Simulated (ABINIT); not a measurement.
A run of ABINIT 10.8.3 (patched build) is set up as follows.

run.abi

```
# Pseudopotentials
pp_dirpath "./"
pseudos "In.upf, P.upf"

# Structure
acell 7.83169184 7.83169184 7.83169184
rprim
     0.0000000000     0.7071067812     0.7071067812
     0.7071067812     0.0000000000     0.7071067812
     0.7071067812     0.7071067812     0.0000000000
ntypat 2
znucl 49 15
natom 2
typat 1 2
chkprim 0
chksymtnons 0
tolsym 1.0e-6
xred
            0.0            0.0            0.0
            3/4            3/4            3/4

# Plane-wave basis
ecut 952.398519 eV
ecutsm 0.5

# k points
kptopt 1
ngkpt 6 6 6
nshiftk 1
shiftk 0.0 0.0 0.0

# Exchange and correlation
ixc -116133

# Bands and occupations
nband 13
occopt 3
tsmear 0.00183747

# SCF cycle
nstep 80
tolvrs 1.0e-12

# Output
iomode 3
prteig 0
prtebands 0
prtwf 0
prtden 0

# Relaxation
ionmov 2
optcell 2
ntime 50
tolmxf 2.0e-5
dilatmx 1.08
```

Potentials or basis: PseudoDojo NC SR PBEsol v0.4.1 standard.

Run with:

```console
$ mpirun --bind-to none -np 4 abinit run.abi > log 2>&1
```

(1) What does it give for the relaxed volume?

(2) Estimate the relaxed cell.

(3) Estimate the space group after relaxing (to 0.05 Å).

(4) What does it give for the band gap on the k mesh?

Answers

(1) 25.43 Å³/atom.

(2) a = 4.159 Å, b = 4.159 Å, c = 4.159 Å, α = 60.00°, β = 60.00°, γ = 60.00°.

(3) F-43m (No. 216).

(4) 0.55 eV, direct.

Caveat: spin-orbit coupling is left out, which moves the levels of the heavy elements.
